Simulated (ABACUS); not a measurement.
**Ti in ABACUS: the effect of dispersion**

The system is Ti.

```
Ti
1.0
     2.87085    0.00000    0.00000
     1.43543    2.48623    0.00000
     1.43543    0.82874    2.34404
Ti
1
Direct
  0.00000 0.00000 0.00000
```

This isn't the form of Ti at room conditions, which is hcp.

Alike in all runs:

| Item | Value |
| --- | --- |
| Program | ABACUS 3.10.1 |
| Task | single point |
| Functional | PBE |
| Potentials or basis | PseudoDojo NC SR 0.4.1 PBE standard |
| Cutoff | 1143 eV |
| Density cutoff | 4572 eV |
| Basis | plane waves |
| k mesh | 11 × 11 × 11 |
| Occupations | fermi-dirac, width 0.05 eV |
| Spin | no spin polarisation |

```tsv
dispersion	pressure (GPa)
none	4.3
D2	5.2
D3	-1.2
D3(BJ)	?
```

Question: What does the run with dispersion D3(BJ) give?

Answer: Pressure -1.9 GPa.

Caveats: pairwise dispersion overbinds metals, which lowers pressure and volume (some runs).
